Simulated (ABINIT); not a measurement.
# BaTiO3 (P4mm) in ABINIT: convergence with smearing width

Aim: find how far smearing width must go before the results for BaTiO3 settle, at LDA. This setting moves, with any that are tied to it; all else stays.

All numbers are computed with ABINIT 10.8.3 (patched build); they aren't measurements. Logs are shortened: lines on timing, memory, paths and dates and some standing lists are left out, and cuts for length are marked. The log counts tension as positive stress, the text compression.

## (1) The crystal as given

It takes space group P4mm (No. 99, tetragonal). The conventional cell has a = 4.000 Å, b = 4.000 Å, c = 4.018 Å, α = 90.00°, β = 90.00°, γ = 90.00°. Around Ba (site symmetry 4mm) lie 12 O at 2.79 to 2.88 Å. Ti (site symmetry 4mm) is surrounded by 6 O at 1.89 to 2.13 Å. O (site symmetry 2mm) has 2 Ti at 2.00 Å as nearest neighbours. O (site symmetry 4mm) has 2 Ti at 1.89 to 2.13 Å as nearest neighbours.

## (2) With smearing width 0.272 eV

File run.abi:

```
# Pseudopotentials
pp_dirpath "./"
pseudos "Ba.LDA_PW-JTH.xml, Ti.LDA_PW-JTH.xml, O.LDA_PW-JTH.xml"

# Structure
acell 3.9998 3.9998 4.018 Angstrom
rprim
     1.0000000000     0.0000000000     0.0000000000
     0.0000000000     1.0000000000     0.0000000000
     0.0000000000     0.0000000000     1.0000000000
ntypat 3
znucl 56 22 8
natom 5
typat 1 2 3 3 3
xred
     0.0000000000     0.0000000000     0.0000000000
     0.5000000000     0.5000000000     0.4900000000
     0.0000000000     0.5000000000     0.5170000000
     0.5000000000     0.0000000000     0.5170000000
     0.5000000000     0.5000000000     0.0190000000

# Plane-wave basis
ecut 23.0
pawecutdg 45.0

# k points
kptopt 1
ngkpt 7 7 7
nshiftk 1
shiftk 0.0 0.0 0.0

# Exchange and correlation
ixc 7

# Bands and occupations
nband 24
occopt 7
tsmear 0.272 eV

# SCF cycle
nstep 100
tolvrs 1.0e-9

# Output
iomode 3
prtwf 0
prtden 0
prteig 0
prtebands 0
```

Potentials or basis: JTH PAW LDA v2.0.

Started as:

```
> abinit run.abi > log 2>&1
```

Wall time 98 s (1 thread of Arm Neoverse V1, shared host); peak memory 0.15 GiB.

Results (log left out):

- Free energy: -3632.9364 eV
- Pressure: -7.4 GPa
- Largest force: 0.426 eV/Å
- Band gap on the k mesh: 1.80 eV, indirect (least direct gap 1.99 eV)

## (3) With smearing width 0.2 eV

run.abi, as its differences from that of step 2:

```diff
@@ -37,3 +37,3 @@
 occopt 7
-tsmear 0.272 eV
+tsmear 0.2 eV
```

Potentials or basis: JTH PAW LDA v2.0.

Started as:

```
> abinit run.abi > log 2>&1
```

Run time: 99 s. Hardware: 1 thread of Arm Neoverse V1, shared host; peak memory 0.15 GiB.

Results (log left out):

| Property | Result |
| --- | --- |
| Free energy | -3632.9364 eV |
| Pressure | -7.4 GPa |
| Largest force | 0.426 eV/Å |
| Band gap on the k mesh | 1.80 eV, indirect (least direct gap 1.99 eV) |

## (4) With smearing width 0.136 eV

run.abi, as its differences from that of step 3:

```diff
@@ -37,3 +37,3 @@
 occopt 7
-tsmear 0.2 eV
+tsmear 0.136 eV
```

Started as:

```
> abinit run.abi > log 2>&1
```

It took 99 s on 1 thread of Arm Neoverse V1, shared host; peak memory 0.15 GiB.

The run converged. Its results:

```
Free energy            : -3632.9364 eV
Pressure               : -7.4 GPa
Largest force          : 0.426 eV/Å
Band gap on the k mesh : 1.80 eV, indirect (least direct gap 1.99 eV)
```

## (5) With smearing width 0.1 eV

run.abi, as its differences from that of step 4:

```diff
@@ -37,3 +37,3 @@
 occopt 7
-tsmear 0.136 eV
+tsmear 0.1 eV
```

Started as:

```
> abinit run.abi > log 2>&1
```

Run time: 99 s. Hardware: 1 thread of Arm Neoverse V1, shared host; peak memory 0.15 GiB.

Results (log left out):

| Quantity | Value |
| --- | --- |
| Free energy | -3632.9364 eV |
| Pressure | -7.4 GPa |
| Largest force | 0.426 eV/Å |
| Band gap on the k mesh | 1.80 eV, indirect (least direct gap 1.99 eV) |

## (6) With smearing width 0.05 eV

run.abi, as its differences from that of step 5:

```diff
@@ -37,3 +37,3 @@
 occopt 7
-tsmear 0.1 eV
+tsmear 0.05 eV
```

Potentials or basis: JTH PAW LDA v2.0.

Started as:

```
> abinit run.abi > log 2>&1
```

Run time: 99 s. Hardware: 1 thread of Arm Neoverse V1, shared host; peak memory 0.15 GiB.

The run converged. Its results:

```yaml
Free_energy: -3632.9364 eV
Pressure: -7.4 GPa
Largest_force: 0.426 eV/Å
Band_gap_on_the_k_mesh: 1.80 eV, indirect (least direct gap 1.99 eV)
```

## (7) With smearing width 0.025 eV

run.abi, as its differences from that of step 6:

```diff
@@ -37,3 +37,3 @@
 occopt 7
-tsmear 0.05 eV
+tsmear 0.025 eV
```

Started as:

```
> abinit run.abi > log 2>&1
```

It took 99 s on 1 thread of Arm Neoverse V1, shared host; peak memory 0.15 GiB.

Results (log left out):

```yaml
Free_energy: -3632.9364 eV
Pressure: -7.4 GPa
Largest_force: 0.426 eV/Å
Band_gap_on_the_k_mesh: 1.80 eV, indirect (least direct gap 1.99 eV)
```

## (8) With smearing width 0.01 eV

run.abi, as its differences from that of step 7:

```diff
@@ -37,3 +37,3 @@
 occopt 7
-tsmear 0.025 eV
+tsmear 0.01 eV
```

Potentials or basis: JTH PAW LDA v2.0.

Started as:

```
> abinit run.abi > log 2>&1
```

run.abo:

```text
.Version 10.8.3 of ABINIT
 Symmetries : space group P4 m m (# 99); Bravais tP (primitive tetrag.)
================================================================================
 Values of the parameters that define the memory need of the present run
     intxc =       0    ionmov =       0      iscf =      17    lmnmax =      18
     lnmax =       6     mgfft =      36  mpssoang =       3    mqgrid =    3001
     natom =       5  nloc_mem =       2    nspden =       1   nspinor =       1
    nsppol =       1      nsym =       8    n1xccc =       1    ntypat =       3
    occopt =       7   xclevel =       1
       mpw =        2303          nfft =       46656          nkpt =          40
 PAW method is used; the additional fine FFT grid is defined by:
   mgfftf=        48    nfftf =    110592
================================================================================
================================================================================

--------------------------------------------------------------------------------
------------- Echo of variables that govern the present computation ------------
--------------------------------------------------------------------------------
 -outvars: echo values of preprocessed input variables --------
            acell      7.5585265584E+00  7.5585265584E+00  7.5929195739E+00 Bohr
              amu      1.37327000E+02  4.78800000E+01  1.59994000E+01
             ecut      2.30000000E+01 Hartree
              ixc           7
         kptrlatt        7    0    0      0    7    0      0    0    7
          kptrlen      5.29096859E+01
            natom           5
            nband          24
            ngfft          36      36      36
          ngfftdg          48      48      48
             nkpt          40
            nstep         100
             nsym           8
           ntypat           3
           occopt           7
        pawecutdg      4.50000000E+01 Hartree
           prtden           0
        prtebands           0
           prteig           0
            prtwf           0
          spgroup          99
           tolvrs      1.00000000E-09
           tsmear      3.67493222E-04 Hartree
            typat      1  2  3  3  3
           useylm           1
           xangst      0.0000000000E+00  0.0000000000E+00  0.0000000000E+00
                       1.9999000000E+00  1.9999000000E+00  1.9688200000E+00
                       0.0000000000E+00  1.9999000000E+00  2.0773060000E+00
                       1.9999000000E+00  0.0000000000E+00  2.0773060000E+00
                       1.9999000000E+00  1.9999000000E+00  7.6342000000E-02
            xcart      0.0000000000E+00  0.0000000000E+00  0.0000000000E+00
                       3.7792632792E+00  3.7792632792E+00  3.7205305912E+00
                       0.0000000000E+00  3.7792632792E+00  3.9255394197E+00
                       3.7792632792E+00  0.0000000000E+00  3.9255394197E+00
                       3.7792632792E+00  3.7792632792E+00  1.4426547190E-01
[... 176 lines left out ...]
 frms,max,avg= 2.5450124E-03 8.2913492E-03   0.000E+00  0.000E+00 -4.470E-05 h/b

 cartesian forces (eV/Angstrom) at end:
    1     -0.00000000000000    -0.00000000000000     0.03088180685301
    2     -0.00000000000000    -0.00000000000000    -0.20705733151840
    3     -0.00000000000000    -0.00000000000000    -0.12509139748411
    4     -0.00000000000000    -0.00000000000000    -0.12509139748411
    5     -0.00000000000000    -0.00000000000000     0.42635831963360
 frms,max,avg= 1.3086980E-01 4.2635832E-01   0.000E+00  0.000E+00 -2.298E-03 e/A
 length scales=  7.558526558406  7.558526558406  7.592919573897 bohr
              =  3.999800000000  3.999800000000  4.018000000000 angstroms
 Fermi (or HOMO) energy (hartree) =   0.13786   Average Vxc (hartree)=  -0.43280
 Eigenvalues (hartree) for nkpt=  40  k points:
 kpt#   1, nband= 24, wtk=  0.00292, kpt=  0.0000  0.0000  0.0000 (reduced coord)
  -1.91512   -1.05433   -1.05319   -1.05319   -0.77103   -0.47156   -0.44638   -0.44430
  -0.22495   -0.22495   -0.22487    0.05383    0.05421    0.05421    0.09373    0.09373
   0.09719    0.12893    0.12920    0.12920    0.20225    0.21046    0.21046    0.28819
      occupation numbers for kpt#   1
   2.00000    2.00000    2.00000    2.00000    2.00000    2.00000    2.00000    2.00000
   2.00000    2.00000    2.00000    2.00000    2.00000    2.00000    2.00000    2.00000
   2.00000    2.00000    2.00000    2.00000    0.00000    0.00000    0.00000    0.00000
 prteigrs : prtvol=0 or 1, do not print more k-points.

--- !EnergyTerms
iteration_state     : {dtset: 1, }
comment             : Components of total free energy in Hartree
kinetic             :  3.93422420419568E+01
hartree             :  2.92157675753147E+01
xc                  : -2.15664799157939E+01
Ewald energy        : -1.03499980157244E+02
psp_core            :  9.29187985495078E+00
local_psp           : -8.98296193316898E+01
PAW spherical_terms :  3.53824040386855E+00
internal            : -1.33507949528636E+02
'-kT*entropy'       : -7.74636473618515E-16
total_energy        : -1.33507949528636E+02
total_energy_eV     : -3.63293638153266E+03
...

--- !EnergyTermsDC
iteration_state     : {dtset: 1, }
comment             : '"Double-counting" decomposition of free energy'
band_energy         : -1.46427551680340E+01
Ewald energy        : -1.03499980157244E+02
psp_core            :  9.29187985495078E+00
xc_dc               : -2.74211367481876E+01
PAW spherical_terms :  2.76404170097355E+00
internal            : -1.33507950517541E+02
'-kT*entropy'       : -7.74636473618515E-16
total_energy_dc     : -1.33507950517541E+02
total_energy_dc_eV  : -3.63293640844212E+03
...

--- !EnergyTermsWithPAWCore
iteration_state     : {dtset: 1, }
comment             : 'Components of total free energy, including PAW core contributions'
Total energy        : -9.20619730712284E+03
Total energy DC     : -9.20619730811175E+03
Total energy (eV)   : -2.50513390780830E+05
Total energy DC (eV): -2.50513390807739E+05
...

 Cartesian components of stress tensor (hartree/bohr^3)
  sigma(1 1)=  2.60750388E-04  sigma(3 2)=  0.00000000E+00
  sigma(2 2)=  2.60750388E-04  sigma(3 1)=  0.00000000E+00
  sigma(3 3)=  2.30139808E-04  sigma(2 1)=  0.00000000E+00

-Cartesian components of stress tensor (GPa)         [Pressure= -7.3713E+00 GPa]
- sigma(1 1)=  7.67154126E+00  sigma(3 2)=  0.00000000E+00
- sigma(2 2)=  7.67154126E+00  sigma(3 1)=  0.00000000E+00
- sigma(3 3)=  6.77094692E+00  sigma(2 1)=  0.00000000E+00

== END DATASET(S) ==============================================================
================================================================================

 -outvars: echo values of variables after computation  --------
            acell      7.5585265584E+00  7.5585265584E+00  7.5929195739E+00 Bohr
           etotal     -1.3350795052E+02
            fcart     -0.0000000000E+00 -0.0000000000E+00  6.0055552699E-04
                      -0.0000000000E+00 -0.0000000000E+00 -4.0266240068E-03
                      -0.0000000000E+00 -0.0000000000E+00 -2.4326403729E-03
                      -0.0000000000E+00 -0.0000000000E+00 -2.4326403729E-03
                      -0.0000000000E+00 -0.0000000000E+00  8.2913492255E-03
           strten      2.6075038755E-04  2.6075038755E-04  2.3013980826E-04
                       0.0000000000E+00  0.0000000000E+00  0.0000000000E+00
           xangst      0.0000000000E+00  0.0000000000E+00  0.0000000000E+00
                       1.9999000000E+00  1.9999000000E+00  1.9688200000E+00
                       0.0000000000E+00  1.9999000000E+00  2.0773060000E+00
                       1.9999000000E+00  0.0000000000E+00  2.0773060000E+00
                       1.9999000000E+00  1.9999000000E+00  7.6342000000E-02
             xred      0.0000000000E+00  0.0000000000E+00  0.0000000000E+00
                       5.0000000000E-01  5.0000000000E-01  4.9000000000E-01
                       0.0000000000E+00  5.0000000000E-01  5.1700000000E-01
                       5.0000000000E-01  0.0000000000E+00  5.1700000000E-01
                       5.0000000000E-01  5.0000000000E-01  1.9000000000E-02
 Calculation completed.
```

It took 1.8 min on 1 thread of Arm Neoverse V1, shared host; peak memory 0.15 GiB.

What came out:

```yaml
Free_energy: -3632.9364 eV
Pressure: -7.4 GPa
Largest_force: 0.426 eV/Å
Band_gap_on_the_k_mesh: 1.80 eV, indirect (least direct gap 1.99 eV)
```

## (9) Summary

```tsv
smearing width	energy less the tightest run, at zero smearing (meV/atom)	SCF cycles	CPU time (s)	peak memory (GiB)
0.272 eV	0.00	14	98	0.15
0.2 eV	0.00	14	99	0.15
0.136 eV	0.00	14	99	0.15
0.1 eV	0.00	14	99	0.15
0.05 eV	0.00	14	98	0.15
0.025 eV	0.00	14	99	0.15
0.01 eV	0.00	14	110	0.15
```

Against the tightest run, the energy stays within 1 meV/atom from 0.272 eV on. The tightest run that finished is the yardstick and may itself not be fully converged.

Caveats: this set's barium file shifts pressures by 1.5 GPa and gaps by 0.1 eV against other sets; spin-orbit coupling is left out, which moves the levels of the heavy elements; an odd mesh through Γ misses points on the zone boundary, where band edges often lie; the atomic spheres overlap.
